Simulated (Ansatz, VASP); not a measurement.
# BN in VASP and in Ansatz

```
B N
1.0
     2.51218    0.00000    0.00000
    -1.25609    2.17561    0.00000
     0.00000    0.00000    8.36947
B N
2 2
Direct
  0.33333 0.66667 0.25000
  0.66667 0.33333 0.75000
  0.33333 0.66667 0.75000
  0.66667 0.33333 0.25000
```

Alike in both runs: task relaxation of cell and atoms; functional PBE; k mesh 12 × 12 × 4; occupations gaussian, width 0.02 eV; no spin polarisation.

```csv
,VASP,Ansatz
version,VASP 6.6.1,Ansatz 0.2.0
potentials or method,"VASP PAW PBE potentials, release 64 (B, N)","scalar-relativistic, plane waves, PAW"
plane-wave cutoff (eV),600,420
valence electrons in the cell,16,16
```

```csv
,VASP,Ansatz,Ansatz less VASP
"gap on the k mesh at the Fermi level, each at its own relaxed structure (eV)",4.51,4.39,-0.114
relaxed volume (Å³/atom),10.74,11.44,+0.699
relaxed cell length with the largest relative difference (Å),7.859,8.369,+0.5108
```

One of these differences is far larger than is usual between the two programs; its cause wasn't traced.

Caveats: this functional lacks dispersion, which binds the layers, so the pressure and a relaxed spacing across them are unreliable. A k mesh can miss the band edges.
